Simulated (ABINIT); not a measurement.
The system is GaAs.

```
CELL_PARAMETERS angstrom
0.00000 2.82685 2.82685
2.82685 0.00000 2.82685
2.82685 2.82685 0.00000
ATOMIC_POSITIONS crystal
As 0.75000 0.75000 0.75000
Ga 0.00000 0.00000 0.00000
```

Base run:

```yaml
Program: ABINIT 10.8.3 (patched build)
Functional: PBE
Potentials_or_basis: JTH PAW PBE v2.0
Cutoff: 544 eV
k_mesh: 8 × 8 × 8
Occupations: fermi-dirac, width 0.05 eV
Spin: no spin polarisation
```

Its results: band gap on the k mesh 0.51 eV, direct; pressure 3.3 GPa.

Question: The run is repeated on the same cell with these changes: functional from PBE to r2SCAN. What comes out?

Answer: Band gap on the k mesh 1.01 eV, direct; pressure 0.5 GPa.

r2SCAN gives the wider gap, since meta-GGAs in the generalised Kohn-Sham scheme recover part of the derivative discontinuity.

Caveats: the PAW data sets were made with another functional, which shifts forces and pressure a little (some runs).
